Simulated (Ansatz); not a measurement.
A run of Ansatz 0.2.0 is set up as follows.

Contents of input:

```
crystal:
  lattice:
    - [2.9916, 0.0, 0.0]
    - [0.0, 2.9916, 0.0]
    - [0.0, 0.0, 2.9916]
  atoms:
    - { symbol: Ru, position: [0.5, 0.5, 0.5] }
    - { symbol: Al, position: [0.0, 0.0, 0.0] }
hamiltonian:
  xc: pbe0
  pseudopotentials: { kind: paw_fr }
magnetization:
  noncollinear: true
  spin_orbit: true
kpoints:
  mp_grid: { grid: [4, 4, 4] }
scf:
  occupations: { method: fermi_dirac, width: 0.05 }
output:
  forces: true
  stress: true
  eigenvalues: true
```

**Question.** What does it give for the band gap on the k mesh?

**Answer.** None (metal or under the smearing width).

**Question.** Estimate the pressure.

**Answer.** -7.0 GPa.

Caveat: the k mesh is coarse (spacing up to 0.53 Å⁻¹), so the values aren't converged, least of all with exact exchange; the PAW data sets come from PBE, with cores solved anew for the run's functional, which leaves a small shift of forces and pressure; the thresholds are loose for stress.
